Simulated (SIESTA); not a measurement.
Runs of SIESTA 5.4.2 on TiB2. It takes space group P6/mmm (No. 191, hexagonal). The conventional cell has a = 3.029 Å, b = 3.029 Å, c = 3.228 Å, α = 90.00°, β = 90.00°, γ = 120.00°. Ti (site symmetry 6/mmm) has 12 B at 2.38 Å as nearest neighbours. Around B (site symmetry -6m2) lie 3 B at 1.75 Å. 

```csv
task,level,potentials or basis,cell,k mesh,gap on the mesh (eV),pressure (GPa)
single point,PBE,"PseudoDojo 0.4 standard (PBE files), SZ (energy shift 0.003 Ry)",as given,7 × 7 × 6,none,11.1
single point,PBEsol,"PseudoDojo 0.4 standard (PBEsol files), DZP (energy shift 0.003 Ry; two zetas on semicore shells)","atoms moved at random, drawn with an rms of 0.05 Å",10 × 10 × 8,none,-1.6
band structure,PBEsol,"PseudoDojo 0.4 standard (PBEsol files), DZP (energy shift 0.003 Ry; two zetas on semicore shells)",as given,10 × 10 × 8,none,-2.1
single point,PBE,"PseudoDojo 0.4 standard (PBE files), DZP (energy shift 0.003 Ry; two zetas on semicore shells)",as given,7 × 7 × 6,none,2.7
single point,PBE,"PseudoDojo 0.4 standard (PBE files), SZP (energy shift 0.003 Ry)",as given,7 × 7 × 6,none,5.4
single point,PBE,"PseudoDojo 0.4 standard (PBE files), TZDP (energy shift 0.003 Ry; two zetas on semicore shells)",as given,7 × 7 × 6,none,(a)
single point,PBE,"PseudoDojo 0.4 standard (PBE files), DZ (energy shift 0.003 Ry; two zetas on semicore shells)",as given,7 × 7 × 6,none,2.5
single point,PBEsol,"PseudoDojo 0.4 standard (PBEsol files), DZP (energy shift 0.003 Ry; two zetas on semicore shells)",as given,10 × 10 × 8,none,-2.1
single point,PBE,"PseudoDojo 0.4 standard (PBE files), TZP (energy shift 0.003 Ry; two zetas on semicore shells)",as given,7 × 7 × 6,none,(b)
```

Alike in all rows: no spin polarisation; smearing fermi-dirac 0.05 eV; grid cutoff 800 Ry; energy shift 0.003 Ry.

Problem. Fill in the values left out.

Solution. (a) 0.8; (b) 0.7.

Caveats: the basis of atomic orbitals isn't converged, which shifts pressures, moduli and gaps; the basis has no polarisation orbitals (some runs).

A gap of «none» marks a metal or a gap under the smearing width.
